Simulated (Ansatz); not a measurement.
Te2Mo:

```xyz
6
Lattice="3.5182 0.0000 0.0000 -1.7591 3.0469 0.0000 0.0000 0.0000 13.9736" Properties=species:S:1:pos:R:3 pbc="T T T"
Te    1.7591    1.0156    5.2960
Te    0.0000    2.0312   12.2828
Te    1.7591    1.0156    1.6908
Te    0.0000    2.0312    8.6776
Mo    1.7591    1.0156   10.4802
Mo    0.0000    2.0312    3.4934
```

```yaml
Program: Ansatz 0.2.0
Task: relaxation of cell and atoms
Functional: PBE
Dispersion: D3(BJ)
Potentials_or_basis: Ansatz PAW
Cutoff: "420 eV (not typed: the program's choice for these potentials)"
k_mesh: 9 × 9 × 2
Occupations: fermi-dirac, width 0.05 eV
Spin: no spin polarisation
```

At the start: volume 24.96 Å³/atom.

Q: How do energy, volume and symmetry change on relaxing?

A: It ends after 5 steps and the volume is 24.18 Å³/atom (-3.2 %); space group P6_3/mmc (No. 194, to 0.05 Å).

The path:
```tsv
step	energy change (eV)	largest force (eV/Å)	volume (Å³)
1	0.0000	0.1665	149.79
2	-0.0213	0.0034	146.47
3	-0.0239	0.0226	144.99
4	-0.0240	0.0047	145.06
5	-0.0230	0.0046	145.06
```

Final structure:
```
CELL_PARAMETERS angstrom
3.49638 0.00000 0.00000
-1.74819 3.02795 0.00000
0.00000 0.00000 13.70155
ATOMIC_POSITIONS crystal
Te 0.66667 0.33333 0.38265
Te 0.33333 0.66667 0.88265
Te 0.66667 0.33333 0.11735
Te 0.33333 0.66667 0.61735
Mo 0.66667 0.33333 0.75000
Mo 0.33333 0.66667 0.25000
```

Caveat: the plane-wave basis is chosen anew once the cell has moved, so the energies of steps on either side of that aren't comparable.
